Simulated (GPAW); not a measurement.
# Ru (P6_3/mmc) in GPAW: settings compared

The runs below take Ru through single point, with LDA, PBE.

All numbers are computed with GPAW 26.7.0; they aren't measurements. Logs are shortened: lines on timing, memory, paths and dates and some standing lists are left out, and cuts for length are marked. The log counts tension as positive stress, the text compression.

**1. The crystal as given**

Symmetry: P6_3/mmc, No. 194, hexagonal system. Conventional cell: a = 2.706 Å, b = 2.706 Å, c = 4.282 Å, α = 90.00°, β = 90.00°, γ = 120.00°. Ru (site symmetry -6m2) has 12 Ru at 2.65 to 2.71 Å as nearest neighbours.

**2. Single point, LDA**

The input, run.py:

```python
from ase.dft.bandgap import bandgap
from ase.io import read, write
from ase.units import GPa
from gpaw import GPAW, PW

atoms = read('Ru.cif')

calc = GPAW(mode=PW(500),
            xc='LDA',
            kpts={'size': (9, 9, 5), 'gamma': True},
            occupations={'name': 'fermi-dirac', 'width': 0.01},
            setups={'Ru': '8'},
            nbands=-13,
            convergence={'density': 1e-05, 'energy': 1e-05},
            maxiter=150,
            txt='gpaw.txt')
atoms.calc = calc
energy = atoms.get_potential_energy()
forces = atoms.get_forces()
stress = atoms.get_stress()
calc.write('gs.gpw')
write('result.traj', atoms)
print(f'Energy: {energy:.6f} eV')
print('Forces (eV/A):')
print(forces.round(4))
print('Stress (GPa):', (stress / GPa).round(3))
print('Fermi level:', round(calc.get_fermi_level(), 4), 'eV')
print(f'Gap: {bandgap(calc)[0]:.4f} eV, direct: {bandgap(calc, direct=True)[0]:.4f} eV')
```

The input, Ru.cif:

```cif
data_Ru
_cell_length_a 2.70580000
_cell_length_b 2.70580000
_cell_length_c 4.28190000
_cell_angle_alpha 90.00000000
_cell_angle_beta 90.00000000
_cell_angle_gamma 120.00000000
_space_group_name_H-M_alt 'P1'
_space_group_name_Hall 'P 1'
_space_group_IT_number 1
loop_
_space_group_symop_operation_xyz
'x,y,z'
loop_
_atom_site_label
_atom_site_type_symbol
_atom_site_symmetry_multiplicity
_atom_site_Wyckoff_symbol
_atom_site_fract_x
_atom_site_fract_y
_atom_site_fract_z
_atom_site_occupancy
Ru1 Ru 1 a 0.6666666667 0.3333333333 0.7500000000 1
Ru2 Ru 1 a 0.3333333333 0.6666666667 0.2500000000 1
```

Potentials or basis: the program's PAW data sets (release 1.2.1) made for this functional, other valence, pw.

Started as:

```console
> OMP_NUM_THREADS=1 python run.py
```

gpaw.txt:

```text
__  _  _
 | _ |_)|_||  |
 |__||  | ||/\| - 26.7.0

Input parameters:
  mode=PW(ecut=500.0),
  convergence={'density': 1e-05, 'energy': 1e-05},
  kpts=MonkhorstPack(size=(9, 9, 5), gamma=True),
  maxiter=150,
  nbands=-13,
  occupations=Occupations(name='fermi-dirac', width=0.01),
  setups={'Ru': '8'},
  xc=XC(name='LDA')

Diagonalizing LCAO Hamiltonian
Converting LCAO to pw mode

          Ru

        Ru

Atoms  # Å, Bohr magnetons
|   | symbol |         x |        y |        z |    initial magnetic moments |
|---|--------|-----------|----------|----------|-----------------------------|
| 0 |     Ru |  1.352900 | 0.781097 | 3.211425 | ( 0.0000,  0.0000,  0.0000) |
| 1 |     Ru | -0.000000 | 1.562194 | 1.070475 | ( 0.0000,  0.0000,  0.0000) |

Unit cell  # Å
| periodic |         x |        y |        z |  lengths |     angles |
|----------|-----------|----------|----------|----------|------------|
|      yes |  2.705800 | 0.000000 | 0.000000 | 2.705800 |  90.000000 |
|      yes | -1.352900 | 2.343292 | 0.000000 | 2.705800 |  90.000000 |
|      yes |  0.000000 | 0.000000 | 4.281900 | 4.281900 | 120.000000 |

Number of symmetries: 12
Symmetry operations  # r_c * U_cc + t_c -> r_c
|    | kind |            matrix            |
|----|------|------------------------------|
|  0 |  σ   |  1, 1, 0,  0,-1, 0,  0, 0, 1 |
|  1 |  S6  |  1, 1, 0, -1, 0, 0,  0, 0,-1 |
|  2 |  E   |  1, 0, 0,  0, 1, 0,  0, 0, 1 |
|  3 |  C2  |  1, 0, 0, -1,-1, 0,  0, 0,-1 |
|  4 |  C2  |  0, 1, 0,  1, 0, 0,  0, 0,-1 |
|  5 |  C3  |  0, 1, 0, -1,-1, 0,  0, 0, 1 |
|  6 |  S6  |  0,-1, 0,  1, 1, 0,  0, 0,-1 |
|  7 |  σ   |  0,-1, 0, -1, 0, 0,  0, 0, 1 |
|  8 |  σ   | -1, 0, 0,  1, 1, 0,  0, 0, 1 |
|  9 |  i   | -1, 0, 0,  0,-1, 0,  0, 0,-1 |
| 10 |  C3  | -1,-1, 0,  1, 0, 0,  0, 0, 1 |
| 11 |  C2  | -1,-1, 0,  0, 1, 0,  0, 0,-1 |

BZ-sampling:
  Number of BZ points: 405
  Number of IBZ points: 50

  Monkhorst-Pack size: [9, 9, 5]
  Monkhorst-Pack shift: [0, 0, 0]

K-points  # in reciprocal-cell coordinates
|     |                                coordinates |     weight |
|-----|--------------------------------------------|------------|
|   0 | (  0.00000000,   0.00000000,   0.00000000) | 0.00246914 |
|   1 | (  0.00000000,   0.00000000,   0.20000000) | 0.00493827 |
|   2 | (  0.00000000,   0.00000000,   0.40000000) | 0.00493827 |
|   3 | (  0.11111111,   0.00000000,  -0.40000000) | 0.01481481 |
|   4 | (  0.11111111,   0.00000000,  -0.20000000) | 0.01481481 |
|   5 | (  0.11111111,   0.00000000,   0.00000000) | 0.01481481 |
|   6 | (  0.11111111,   0.00000000,   0.20000000) | 0.01481481 |
|   7 | (  0.11111111,   0.00000000,   0.40000000) | 0.01481481 |
|   8 | (  0.22222222,  -0.11111111,   0.00000000) | 0.01481481 |
|   9 | (  0.22222222,  -0.11111111,   0.20000000) | 0.02962963 |
| ... |                                            |            |
|  49 | (  0.44444444,   0.44444444,   0.40000000) | 0.02962963 |

Plane wave coefficients: 705
Cutoff: 500.0 eV

Spin-components: 1 (collinear spins)
Bands:           21
Projectors:      12
Spin-degeneracy: 2
Datatype:        complex128

Density:
  Valence electrons: 16.0
  Components: 1
  Grid points: [14 14 24]
  Charge: 0.0  # |e|

Potential:
  Grid points: [14 14 24]

species:
  Ru:
    name:    Ruthenium
    Z:       44.0
    valence: 8
    core:    36
    charge:  0.0  # [|e|]
    compensation charges:
      type: gauss
      rc: 0.44  # [Å]
      lmax: 2
    cutoffs:
      filter: 2.43  # [Å]
      core: 3.17  # [Å]
    projectors
    | kind |    occ | energy [eV] | rcut [Å] |
    |------|--------|-------------|----------|
    |   5s |  1.000 |      -4.507 |    1.376 |
    |   5p |  0.000 |      -1.033 |    1.376 |
    |   4d |  7.000 |      -5.402 |    1.376 |
    |    s |        |      22.704 |    1.376 |
    |    p |        |      26.178 |    1.376 |
    |    d |        |      21.810 |    1.376 |

    Using partial waves for Ru as LCAO basis

Reference energy: -246246.829888  # eV

eigensolver:
  PPCG
  Converge bands: occupied
  niter=2

density mixing:
  MSR1-Mixer
  Pratt-step length: 0.05
  Maximum mixing coefficient: 0.75
  Old densities: 10
  SVD Regularization: 0.005
  Good broyden scale: 1.0
  Trust region scale: 1.0
  Backstep threshold: 4.0
  History deletion threshold: 6.0
  Fourier metric: weight=20.0, sigma=0.015

occupation numbers:
  Fermi-Dirac:
    width: 0.0100  # eV

poisson solver:
  ecut: 4000.0  # eV

xc functional:
  name: None

convergence criteria:
[... 6 lines left out ...]
|iter     | |      energy | eigst |  dens |
|---------|-|-------------|-------|-------|
|iter:   1| |  -22.760916 | +0.24 |       |
|iter:   2| |  -22.415784 | -2.10 | -0.77 |
|iter:   3| |  -20.905411 | -1.38 | -0.81 |
|iter:   4| |  -20.887465 | -3.16 | -2.03 |
|iter:   5| |  -20.881536 | -3.11 | -2.34 |
|iter:   6| |  -20.881663 | -4.91 | -3.09 |
|iter:   7| |  -20.881660c| -6.33 | -3.54 |
|iter:   8| |  -20.881658c| -7.42c| -4.26 |
|iter:   9| |  -20.881658c| -8.03c| -4.95 |
|iter:  10| |  -20.881658c| -8.45c| -5.44c|

Converged in 10 steps
Energy contributions relative to reference atoms: (reference = -246246.829888)

Energy contributions:
  Kinetic:         -20.962439
  Coulomb:          12.901251
  Zero:              0.521360
  External:          0.000000
  Xc:              -13.341539
  Entropy:          -0.000583
  Spinorbit:         0.000000
  ----------------------------
  Free energy:     -20.881949
  Extrapolated:    -20.881658

dipole moment: (-0.000006, -0.000010, -0.000017)  # |e|*Ang

Fermi level: 11.465
Eigenvalues  # (at kpt = [0.000, 0.000, 0.000])
| band index |      eig [eV] | occ [0-2] |
|------------|---------------|-----------|
|          0 |         3.272 |     2.000 |
|          1 |         5.136 |     2.000 |
|          2 |         8.739 |     2.000 |
|          3 |         8.739 |     2.000 |
|          4 |         8.930 |     2.000 |
|          5 |         9.422 |     2.000 |
[... 9 lines left out ...]
|         15 |        32.052 |     0.000 |
|         16 |        35.562 |     0.000 |
|        ... |               |           |
|         20 |        37.544 |     0.000 |

No gap
No difference between direct/indirect transitions

Forces  # eV/Ang
|        x |        y |        z |
|----------|----------|----------|
|  0.00000 | -0.00000 |  0.00001 |  # Ru   0
| -0.00000 |  0.00000 | -0.00001 |  # Ru   1

Stress tensor  # eV/Ang^3
|         x |         y |         z |
|-----------|-----------|-----------|
|  0.019632 | -0.000000 |  0.000000 |
| -0.000000 |  0.019632 | -0.000000 |
|  0.000000 | -0.000000 |  0.011545 |

# Writing to gs.gpw (mode='')
```

It took 8 s on 1 thread of Intel Xeon 6975P-C (Granite Rapids), shared host; peak memory 0.14 GiB.

Results:

```yaml
Free_energy: -20.8819 eV
Pressure: -2.7 GPa
Band_gap_on_the_k_mesh: none (metal or under the smearing width)
```

Caveat: the cutoff is short for stress and forces, so pressures can be off by a GPa or more.

**3. Single point, PBE**

run.py, as its differences from that of step 2:

```diff
@@ -1,3 +1,4 @@
 from ase.dft.bandgap import bandgap
-from ase.io import read, write
+from ase.io import write
+from ase.spacegroup import crystal
 from ase.units import GPa
@@ -5,10 +6,14 @@
 
-atoms = read('Ru.cif')
+# Ru 2c
+atoms = crystal(['Ru'],
+                basis=[[0.6666666667, 0.3333333333, 0.75]],
+                spacegroup=194, setting=1,  # P6_3/mmc
+                cellpar=[2.7058, 2.7058, 4.2819, 90.0, 90.0, 120.0],
+                primitive_cell=True)
 
-calc = GPAW(mode=PW(500),
-            xc='LDA',
+calc = GPAW(mode=PW(450),
+            xc='PBE',
             kpts={'size': (9, 9, 5), 'gamma': True},
             occupations={'name': 'fermi-dirac', 'width': 0.01},
-            setups={'Ru': '8'},
-            nbands=-13,
+            nbands=29,
             convergence={'density': 1e-05, 'energy': 1e-05},
```

Potentials or basis: GPAW PAW data sets (gpaw-data 1.2.1), pw.

Started as:

```console
> OMP_NUM_THREADS=1 python run.py
```

It took 17 s on 1 thread of Arm Neoverse V1, shared host; peak memory 0.15 GiB.

The run converged. Its results:

```yaml
Free_energy: -18.8860 eV
Pressure: 1.5 GPa
Band_gap_on_the_k_mesh: none (metal or under the smearing width)
```

Stress tensor (GPa, compression positive):
```
1.10 0.00 0.00
0.00 1.10 0.00
0.00 0.00 2.14
```

Levels at points of the mesh, in eV from the Fermi level:
```
           k point  band 14  band 15  band 16  band 17  band 18  band 19
(0.00, 0.00, 0.00)    -2.01    -2.01    -1.47    -1.47     1.09     1.09
```

Caveat: the cutoff is short for stress and forces, so pressures can be off by a GPa or more.
